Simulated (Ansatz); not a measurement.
Crystal: Sn.

```
CELL_PARAMETERS angstrom
-2.94014 2.94014 1.59930
2.94014 -2.94014 1.59930
2.94014 2.94014 -1.59930
ATOMIC_POSITIONS crystal
Sn 0.00000 0.00000 0.00000
Sn 0.75000 0.25000 0.50000
```

```yaml
Program: Ansatz 0.2.0
Task: relaxation of cell and atoms
Functional: revPBE
Potentials_or_basis: Ansatz PAW
Cutoff: "420 eV (not typed: the program's choice for these potentials)"
k_mesh: 9 × 9 × 9
Occupations: fermi-dirac, width 0.05 eV
Spin: no spin polarisation
```

At the start: volume 27.65 Å³/atom.

Task: How do energy, volume and symmetry change on relaxing?

Result: It ends after 5 steps and the volume is 29.04 Å³/atom (+5.0 %); space group I4_1/amd (No. 141, to 0.05 Å).

Step by step:
```csv
step,energy change (eV),largest force (eV/Å),volume (Å³)
1,0.0000,0.0000,55.30
2,-0.0177,0.0000,58.97
3,-0.0198,0.0000,58.15
4,-0.0199,0.0000,58.07
5,-0.0204,0.0000,58.07
```

Final structure:
```
Sn
1.0
    -2.99219    2.99219    1.62162
     2.99219   -2.99219    1.62162
     2.99219    2.99219   -1.62162
Sn
2
Direct
  0.00000 0.00000 0.00000
  0.75000 0.25000 0.50000
```

Caveat: the plane-wave basis is chosen anew once the cell has moved, so the energies of steps on either side of that aren't comparable; the PAW data sets come from PBE, with cores solved anew for the run's functional, which leaves a small shift of forces and pressure.
